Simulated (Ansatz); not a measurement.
# TaN: response to strain

Aim: deform TaN (equal xy, yz and zx engineering shear strains of +1 %) and compute stress, forces and field gradients with LAPW, PAW and all-electron datasets made for the crystal.

Method: DFT PBEsol, scalar-relativistic, in Ansatz 0.2.0.

## (1) Starting point

It takes space group P-62m (No. 189, hexagonal). Conventional cell: a = 5.196 Å, b = 5.196 Å, c = 2.911 Å, α = 90.00°, β = 90.00°, γ = 120.00°. Ta (site symmetry -6) is surrounded by 6 N at 2.16 Å. Ta (site symmetry -62m) is surrounded by 3 N at 2.04 Å. Around N (site symmetry m2m) lie 5 Ta at 2.04 to 2.16 Å.

As a file:

```xyz
6
Lattice="5.1960 0.0000 0.0000 -2.5980 4.4999 0.0000 0.0000 0.0000 2.9110" Properties=species:S:1:pos:R:3 pbc="T T T"
Ta    0.0000    2.9999    1.4555
Ta    2.5980    1.5000    1.4555
Ta    0.0000    0.0000    0.0000
N     2.0412    0.0000    0.0000
N     1.5774    2.7321    0.0000
N    -1.0206    1.7678    0.0000
```

Atoms are numbered in the order of the input: Ta1, Ta2, Ta3, N4, N5, N6.

## (2) The deformed structure

Space group P-62m before, P1 after.

## (3) LAPW, all electrons

Contents of input.yaml:

```yaml
crystal:
  lattice:
    - [5.1960008669, 0.0259800043, 0.0259800043]
    - [-2.5755010897, 4.4868787466, 0.0095093416]
    - [0.014555, 0.014555, 2.911]
  atoms:
    - { symbol: Ta, position: [0.3333333333, 0.6666666667, 0.5] }
    - { symbol: Ta, position: [0.6666666667, 0.3333333333, 0.5] }
    - { symbol: Ta, position: [0.0, 0.0, 0.0] }
    - { symbol: "N", position: [0.39285, 0.0, 0.0] }
    - { symbol: "N", position: [0.60715, 0.60715, 0.0] }
    - { symbol: "N", position: [0.0, 0.39285, 0.0] }
kpoints:
  mp_grid: { grid: [6, 6, 9] }
  band_path:
    path:
      - [0.0, 0.0, 0.0]
      - [0.0, -0.5, 0.0]
      - [0.0, 0.0, 0.5]
      - [0.0, 0.0, 0.0]
      - [-0.5, 0.0, 0.0]
      - [-0.5, 0.5, -0.5]
      - [0.0, 0.0, 0.0]
      - [-0.5, 0.0, -0.5]
      - [-0.5, 0.5, 0.0]
    npoints: 5
scf:
  occupations: { method: fermi_dirac, width: 0.01 }
hamiltonian:
  xc: pbesol
  pseudopotentials: { kind: all_electron, lapw: { basis_error: 0.001 } }
output:
  forces: true
  stress: true
  eigenvalues: true
```

Run with:

```console
ansatz run input.yaml --threads 2 --pin off --max-ram 8192MiB --backend cpu --events-out ev --progress --plain --runs-dir out
```

## (4) PAW with frozen cores

input.yaml: that of step 3 with these lines changed.

```diff
@@ -14,14 +14,2 @@
   mp_grid: { grid: [6, 6, 9] }
-  band_path:
-    path:
-      - [0.0, 0.0, 0.0]
-      - [0.0, -0.5, 0.0]
-      - [0.0, 0.0, 0.5]
-      - [0.0, 0.0, 0.0]
-      - [-0.5, 0.0, 0.0]
-      - [-0.5, 0.5, -0.5]
-      - [0.0, 0.0, 0.0]
-      - [-0.5, 0.0, -0.5]
-      - [-0.5, 0.5, 0.0]
-    npoints: 5
 scf:
@@ -30,3 +18,3 @@
   xc: pbesol
-  pseudopotentials: { kind: all_electron, lapw: { basis_error: 0.001 } }
+  pseudopotentials: { kind: paw }
 output:
@@ -35 +23,2 @@
   eigenvalues: true
+  efg: { contact_densities: true }
```

## (5) All-electron PAW on datasets made for the crystal

input.yaml: that of step 4 with these lines changed.

```diff
@@ -18,3 +18,3 @@
   xc: pbesol
-  pseudopotentials: { kind: paw }
+  pseudopotentials: { kind: all_electron, datasets: crystal }
 output:
```

(Steps that only read results are left out.)

What does the calculation give? Wanted: pressure; largest shear or deviatoric stress.

The runs gave:

| quantity | value |
| --- | --- |
| pressure | LAPW -3.70, PAW -3.69, crystal datasets -3.71 GPa |
| largest shear or deviatoric stress (LAPW) | 1.90 GPa |

In words: The largest part of the stress beyond the pressure is 1.90 GPa in size; the atoms are carried along and not relaxed. No run of the undeformed cell stands beside it, so the pressure holds what the given cell had before the change. PAW: stress within 0.03 GPa of LAPW, forces within 14 meV/Å. Crystal datasets: stress within 0.01 GPa of LAPW, forces within 1 meV/Å. Spin-orbit coupling is left out, though the cell holds Ta; in elements this heavy it can shift bands and gaps by tenths of an eV.
